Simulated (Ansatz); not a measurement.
# Pd (Fm-3m) in Ansatz: notebook, part 2 of 2

Ansatz 0.2.0.

**9. Elastic constants, revPBE-LDA**

input.yaml reads:

```yaml
crystal:
  lattice: { a: 3.893, b: 3.893, c: 3.893, alpha: 90.0, beta: 90.0, gamma: 90.0 }
  space_group: 225
  setting: { hermann_mauguin: Fm-3m }
  reduce_to_primitive: true
  atoms:
    - { symbol: Pd, position: [0.0, 0.0, 0.0] }
kpoints:
  mp_grid: { grid: [16, 16, 16] }
scf:
  occupations: { method: fermi_dirac, width: 0.15 }
hamiltonian:
  xc: { exchange: revpbe, correlation: lda }
  pseudopotentials:
    kind: all_electron
    lapw: { basis_error: 0.001 }
    nuclear_model: point
output:
  forces: true
  stress: true
elastic:
  mode: relaxed_ion
  stencil: two_point
```

Potentials or basis: all-electron LAPW, point nuclei.

The run is started by

```console
$ ansatz run input.yaml --threads 1 --pin off --max-ram 2560MiB --backend cpu --events-out ev --progress --plain --runs-dir out
```

Log:

```text
Warning: RAYON_NUM_THREADS=1 ignored (pool sized by the plan → 1); use --threads N
crystal.space_group: 225 is read as Fm-3m: the typed cell holds Pd4 (Pd 4a). Least distances (Å): Pd–Pd 2.753
LAPW: plane waves up to 8.651 Å⁻¹, error target 1.0e-3 eV per atom; small_component_spin mean_spin; Pd in spheres of 1.335 Å, 28 of its electrons in bands, Dirac shells [] (how accurate: hamiltonian.pseudopotentials.lapw.basis_error, Limitations)
Engine: ansatz 0.2.0, x86_64-unknown-linux-gnu
Pseudopotentials: kind: all_electron
Pseudopotential: Pd, LAPW, valence charge 28, lapw/all_electron/scalar/Pd, Koelling and Harmon's equation, point nucleus
Functional definition: unnamed
  exchange = pbe_x(kappa = 1.245)
  correlation = pw_c
Crystal: 1 atoms, lattice volume = 14.750 Å³
Basis set: ecut = 285.1152651727392 eV, 169 PW (Γ), exchange–correlation at level 2
Bands: 18, of which v1, the nominal top of the filled ones, is band 14 counted from 1 (13 counted from 0)
Symmetry: 48 space group operations
Space group: Fm-3m (ITA 225), of the structure as read, at distance tolerance 2.5e-5 Å
k-points: 145 of 4096
Non-local potential: Pd, projectors of the file, none
Initial density: superposition of atomic densities (chi_scale 0.1, normalization cell)
Initial wavefunctions: plane waves of lowest kinetic energy (no species holds an atomic orbital)
Functional: x = revpbe(κ = 1.245, μ = 0.2195149727645171), c = lda
iter 1 solved again at ethr=6.55e-4 eV; its pass at ethr=1.00e-1 eV (dr2=1.83e-1 eV) is discarded
SCF iter   1: F=—  HF=-137367.081481 eV  |F-HF|=—  |Δ(HF+E_count)|=         —  Δρ=4.61e-2  dr2=1.84e-1  ethr=6.55e-4  ⟨swp⟩=2.7  Hψ=16664  notcnv=0
preconditioner: auto → none  [metal: Δε(μ)=0.013 eV  Ē_g=14.002 eV  σ=0.150 eV  W_gap=0.02  n_scr=8 (ndim 8)  ℏωp=30.6 eV  f_vac=0.005  D(μ)=1.79/eV (n_scr^D=26)  sad-step TF]
iter 2 solved again at ethr=1.65e-5 eV; its pass at ethr=6.55e-4 eV (dr2=4.62e-3 eV) is discarded
SCF iter   2: F=—  HF=-137366.601406 eV  |F-HF|=—  |Δ(HF+E_count)|=   4.80e-1  Δρ=5.57e-3  dr2=4.62e-3  ethr=1.65e-5  ⟨swp⟩=2.0  Hψ=13142  notcnv=0
SCF iter   3: F=—  HF=-137366.510559 eV  |F-HF|=—  |Δ(HF+E_count)|=   9.08e-2  Δρ=9.28e-3  dr2=9.25e-3  ethr=1.65e-5  ⟨swp⟩=3.0  Hψ=8012  notcnv=0
SCF iter   4: F=—  HF=-137366.508617 eV  |F-HF|=—  |Δ(HF+E_count)|=   1.94e-3  Δρ=1.44e-3  dr2=2.37e-4  ethr=1.65e-5  ⟨swp⟩=3.0  Hψ=7550  notcnv=0
SCF iter   5: F=—  HF=-137366.508798 eV  |F-HF|=—  |Δ(HF+E_count)|=   1.81e-4  Δρ=1.41e-4  dr2=1.83e-6  ethr=8.46e-7  ⟨swp⟩=3.0  Hψ=7774  notcnv=0
SCF iter   6: F=—  HF=-137366.508804 eV  |F-HF|=—  |Δ(HF+E_count)|=   6.36e-6  Δρ=1.59e-5  dr2=1.88e-8  ethr=6.54e-9  ⟨swp⟩=3.0  Hψ=8005  notcnv=0
SCF iter   7: F=—  HF=-137366.508804 eV  |F-HF|=—  |Δ(HF+E_count)|=   5.78e-8  Δρ=2.05e-6  dr2=3.24e-10  ethr=6.73e-11  ⟨swp⟩=3.0  Hψ=8030  notcnv=0
SCF iter   8: F=—  HF=-137366.508804 eV  |F-HF|=—  |Δ(HF+E_count)|=  2.62e-10  Δρ=1.25e-7  dr2=7.93e-13  ethr=3.76e-12 (applied; sched 1.16e-12)  ⟨swp⟩=3.0  Hψ=7768  notcnv=0
SCF iter   9: F=-137366.508804 eV  HF=-137366.508804 eV  |F-HF|=8.73e-11  |Δ(HF+E_count)|=  2.91e-11  Δρ=7.97e-9  dr2=3.21e-15  ethr=3.50e-12 (applied; sched 1.00e-12)  ⟨swp⟩=2.0  Hψ=7331  notcnv=0
SCF 1 converged in 9 iterations: F = -137366.508804 eV  dr2 = 3.21e-15
Crystal: 1 atoms, lattice volume = 14.721 Å³
Basis set: ecut = 285.49605357756445 eV, 169 PW (Γ), exchange–correlation at level 2
Symmetry: 16 space group operations
k-points: 349 of 4096
Initial density: handed on by an earlier stage of this run
Initial wavefunctions: plane waves of lowest kinetic energy (no species holds an atomic orbital; no wavefunctions were taken with the density)
iter 1 solved again at ethr=3.24e-9 eV; its pass at ethr=1.00e-1 eV (dr2=9.08e-7 eV) is discarded
SCF iter   1: F=—  HF=-137366.503551 eV  |F-HF|=—  |Δ(HF+E_count)|=         —  Δρ=2.01e-5  dr2=2.61e-8  ethr=3.24e-9  ⟨swp⟩=6.7  Hψ=58089  notcnv=0
preconditioner: auto → none  [metal: Δε(μ)=0.018 eV  Ē_g=14.598 eV  σ=0.150 eV  W_gap=0.03  n_scr=8 (ndim 8)  ℏωp=30.6 eV  f_vac=0.000  D(μ)=1.65/eV (n_scr^D=14)]
SCF iter   2: F=—  HF=-137366.503550 eV  |F-HF|=—  |Δ(HF+E_count)|=   9.44e-7  Δρ=3.31e-5  dr2=9.72e-8  ethr=9.31e-11  ⟨swp⟩=3.0  Hψ=19775  notcnv=0
SCF iter   3: F=—  HF=-137366.503550 eV  |F-HF|=—  |Δ(HF+E_count)|=   2.39e-7  Δρ=8.10e-6  dr2=5.38e-9  ethr=9.31e-11  ⟨swp⟩=2.8  Hψ=18107  notcnv=0
iter 4 solved again at ethr=1.78e-12 eV; its pass at ethr=1.92e-11 eV (dr2=4.98e-10 eV) is discarded
SCF iter   4: F=—  HF=-137366.503550 eV  |F-HF|=—  |Δ(HF+E_count)|=   1.34e-8  Δρ=2.53e-6  dr2=4.98e-10  ethr=2.49e-12 (applied; sched 1.78e-12)  ⟨swp⟩=2.0  Hψ=32109  notcnv=0
[... 40 lines left out ...]
SCF iter   7: F=-137366.508784 eV  HF=-137366.508784 eV  |F-HF|=1.16e-10  |Δ(HF+E_count)|=  5.82e-11  Δρ=3.93e-9  dr2=8.05e-16  ethr=3.50e-12 (applied; sched 1.00e-12)  ⟨swp⟩=2.0  Hψ=31346  notcnv=0
SCF 5 converged in 7 iterations: F = -137366.508784 eV  dr2 = 8.05e-16
SCF converged after 9 iterations
Free energy (F): -137366.508804 eV
Harris-Foulkes:  -137366.508804 eV  (|F-HF|=8.73e-11)
Internal energy: -137366.391215 eV  (E = F + TS)
E sigma→0 (E₀):  -137366.450009 eV
Entropy (-TS):   -0.117589 eV (-117.589 meV/atom)
Fermi energy:    21.672187 eV
--- Per-component energies (eV) ---
  E_band       = -3130.673298
  E_kinetic    = 143348.274563
  E_xc         = -3981.906870
  E_electrostatic = -276732.758907  (all electrons and nuclei)
  E_smearing   = -0.117589  (= −TS)
  E_closure    = 0.000000  (closes the sum)
  E_atoms      = -137364.611643  (free atoms, spherical and without spin; not in F)
  Σ components = -137366.508804   (vs F -137366.508804, Δ=0.00e0)
  Basis errors (estimates in eV, not in F): energy 2.2e-4 per atom: plane waves 2.0e-4 (1.1e-4 summed), levels above the bands 8.3e-57, relativity 2.5e-8, radial functions 2.0e-5, core shells 1.4e-7; eigenvalues (radial functions only) 2.7e-6; not estimated: angular momenta, meshes, grids; target (lapw.basis_error) 1.0e-3; muffin-tin radii Pd 1.335 Å
--- Forces (eV/Å), atoms counted from 1 ---
  atom   1  Pd     0.00000000    -0.00000000    -0.00000000
  max |Σ_I F_I| component: 6.16e-33 eV/Å
--- Stress (GPa, compression-positive) ---
       28.254981      -0.000000      -0.000000
       -0.000000      28.254981       0.000000
       -0.000000       0.000000      28.254981
  P = ⅓ Tr σ = 28.2550 GPa (282.550 kbar)
--- Band table (eV; the first three rows and the last of 145) ---
  k-point 0: bands = ["-302.7547", "-302.7547", "-302.7547", "-302.7399", "-302.7399", "-62.4719", "-27.9843", "-27.9843", "-27.9843", "14.7860", "18.7889", "18.7889", "18.7889", "20.3547", "20.3547", "39.0723", "43.6375", "43.6375"]
  k-point 1: bands = ["-302.7547", "-302.7547", "-302.7547", "-302.7399", "-302.7399", "-62.4698", "-28.0002", "-27.9866", "-27.9866", "14.9284", "18.7415", "18.8379", "18.8379", "20.3319", "20.3319", "39.2205", "42.7978", "43.8024"]
  k-point 2: bands = ["-302.7547", "-302.7547", "-302.7547", "-302.7399", "-302.7399", "-62.4639", "-28.0454", "-27.9930", "-27.9930", "15.3331", "18.6339", "18.9597", "18.9597", "20.2916", "20.2916", "39.4994", "41.1266", "44.2655"]
  k-point 144: bands = ["-302.7547", "-302.7547", "-302.7547", "-302.7399", "-302.7399", "-62.3994", "-28.2562", "-28.2562", "-28.1413", "17.3814", "18.3083", "18.3083", "20.2802", "21.8931", "30.7865", "30.7865", "32.1012", "33.5616"]
--- Elastic constants: 2 strain directions × 2 members + reference (group order 48) ---
  dense FFT box of the reference and of every strained cell: 16×16×16
  strains applied: 11, 23; error gains: componentwise 1.00 (the most a stress slope's error grows in a printed constant), spectral 1.73 (1 for all six strains in a standard setting)
  C = ∂σ_k/∂η_j (tension-positive GPa; Voigt order 11 22 33 23 13 12):
       278.653    217.831    217.831     -0.000     -0.000      0.000
       217.831    278.653    217.831      0.000     -0.000      0.000
       217.831    217.831    278.653     -0.000     -0.000      0.000
         0.000      0.000     -0.000     93.469      0.000     -0.000
         0.000      0.000      0.000      0.000     93.469      0.000
         0.000     -0.000     -0.000     -0.000      0.000     93.469
  reference stress σ⁰ (GPa):    -28.255    -28.255    -28.255     -0.000      0.000      0.000
  no Pulay correction (none for the plane-wave cutoff is built on LAPW): the batch's stresses and constants are at fixed plane waves
  C* (energy form; C + prestress term) asymmetry max|C*_kj − C*_jk| = 1.137e-13 GPa — a small one proves nothing (zero by symmetry where the batch's group is 432, −43m or m−3m); a large one is finite-difference/SCF noise where every solve meets its electron count
  moduli (Voigt/Reuss/Hill, GPa): K = 238.10/238.10/238.10   G = 68.25/51.09/59.67   E = 165.21   ν = 0.384
  mechanically stable: yes (min eigenvalue of sym C = 60.82 GPa)
  where every solve meets its electron count the energy-path curvature estimates C_jj along a normal strain and C_jj − ¼(σ⁰_aa + σ⁰_bb) along a shear (ab), closely only under elastic.basis: deformed
  strain η (Voigt 11):  stress-route row diagonal C_11 = 278.65 GPa, energy-path curvature d²(F+E_count)/dδ²/Ω₀ = 278.65 GPa
         δ    σ_11 (GPa)             F (eV)   n_scf  n_hpsi   n_pw
    -2.000e-3     -28.8153     -137366.5035501       7  185843    169   relax 0 steps, max|allowed force component| 0.00e0 eV/Å
     2.000e-3     -27.7007     -137366.5139554       7  187200    169   relax 0 steps, max|allowed force component| 0.00e0 eV/Å
  strain η (Voigt 23):  stress-route row diagonal C_44 = 93.47 GPa, energy-path curvature d²(F+E_count)/dδ²/Ω₀ = 107.60 GPa
         δ    σ_23 (GPa)             F (eV)   n_scf  n_hpsi   n_pw
    -2.000e-3      -0.1869     -137366.5087843       7  323677    169   relax 0 steps, max|allowed force component| 0.00e0 eV/Å
     2.000e-3       0.1869     -137366.5087843       7  323835    169   relax 0 steps, max|allowed force component| 0.00e0 eV/Å
```

elastic_members.tsv:

```text
# convention: tension-positive GPa; Voigt order 11 22 33 23 13 12; engineering shear strains; stresses and constants hold the Pulay correction, whose part of sigma0, of c and of each member's stress the lines and columns named pulay_correction_..._gpa give (of c_energy it is that of c and, on the columns of strains 1 to 3, that of sigma0; of a layer's constants it is that of c in the plane, times a tenth of its plane spacing in ang); where a line pulay_correction_withheld stands none holds it
[... 11 lines left out ...]
3	2.0000000000e-3	-2.8254709402e1	-2.8256392697e1	-2.8256392697e1	1.8693964669e-1	-2.2234667357e-15	-2.2234667357e-15	-1.3736650878e5	-1.3736644999e5	7	323835	169	0	0.0000000000e0	0.0000000000e0	nan	nan	nan	nan	nan	nan	nan	0.0000000000e0
```

Wall time 2.3 min (1 thread of Intel Xeon Platinum 8488C (Sapphire Rapids), shared host); peak memory 0.8 GiB.

What came out:

* Free energy: -137366.5088 eV
* Pressure: 28.3 GPa
* Band gap on the k mesh: none (metal or under the smearing width)
* Elastic constants C11, C12, C44: 279, 218, 93 GPa
* Voigt bulk modulus: 238 GPa

Elastic tensor in Voigt notation (GPa, in the Cartesian axes of the cell as first typed):
```
279 218 218   0   0   0
218 279 218   0   0   0
218 218 279   0   0   0
  0   0   0  93   0   0
  0   0   0   0  93   0
  0   0   0   0   0  93
```

Caveat: a metal's response needs a denser mesh; the cell is more than 3 GPa from zero pressure, which shifts response properties; a pressure of tens of GPa on the cell as given is suspect, and the run, the potentials or the cell itself is likely at fault; elastic constants of metals need much finer meshes, so these are rough.

**10. Density of states, PBEsol+U**

input.yaml reads:

```yaml
crystal:
  lattice: { a: 3.893, b: 3.893, c: 3.893, alpha: 90.0, beta: 90.0, gamma: 90.0 }
  space_group: 225
  setting: { hermann_mauguin: Fm-3m }
  reduce_to_primitive: true
  atoms:
    - { symbol: Pd, position: [0.0, 0.0, 0.0] }
kpoints:
  mp_grid: { grid: [12, 12, 12] }
scf:
  occupations: { method: tetrahedron }
hamiltonian:
  xc: pbesol
  pseudopotentials:
    kind: all_electron
    lapw: { basis_error: 0.001 }
    dirac_shells: { Pd: ["3p", "3d"] }
  hubbard:
    sites: [{ species: Pd, l: d, u_eff: 7 }]
    double_counting: fll
    projectors: atomic
output:
  forces: true
  stress: true
  eigenvalues: true
  dos: { projected: false, de: 0.2, e_range: [-14, 8] }
  hubbard: {}
```

Potentials or basis: all-electron LAPW, inner shells corrected to Dirac's equation.

The run is started by

```console
$ ansatz run input.yaml --threads 1 --pin off --max-ram 2560MiB --backend cpu --events-out ev --progress --plain --runs-dir out
```

Wall time 7.5 s (1 thread of Arm Neoverse V2, shared host); peak memory 0.28 GiB.

Results (log left out):

- Free energy: -137266.9657 eV
- Pressure: -1.2 GPa
- Band gap on the k mesh: none (metal or under the smearing width)

Levels at points of the mesh, in eV from the Fermi level:
```csv
k point,band 10,band 11,band 12,band 13,band 14,band 15,band 16,band 17,band 18
"(0.00, 0.00, 0.00)",-5.38,-3.70,-3.70,-3.70,-1.76,-1.76,18.78,23.49,23.49
"(0.00, 0.00, -0.50)",-7.74,-3.95,-3.95,-0.13,-0.13,2.77,9.39,18.14,22.76
"(0.00, -0.50, -0.50)",-8.43,-7.10,-0.27,0.32,0.32,5.14,12.81,14.97,14.97
```

States per cell in windows of 1 eV (zero at the Fermi level; states under -8 eV left out):
| from (eV) | total |
| --- | --- |
| -8.0 | 0.33 |
| -7.0 | 1.30 |
| -6.0 | 1.35 |
| -5.0 | 0.95 |
| -4.0 | 1.69 |
| -3.0 | 1.42 |
| -2.0 | 1.37 |
| -1.0 | 1.55 |
| 0.0 | 0.37 |
| 1.0 | 0.15 |
| 2.0 | 0.18 |
| 3.0 | 0.22 |
| 4.0 | 0.23 |
| 5.0 | 0.25 |
| 6.0 | 0.22 |
| 7.0 | 0.20 |

Caveat: the program warned that the printed levels may be off, so bands, gaps and densities of states are rough; U without spin polarisation on a metal has little footing; the U is typed as a test and isn't derived for this compound; with tetrahedron occupations forces and stress needn't match the slope of the energy.
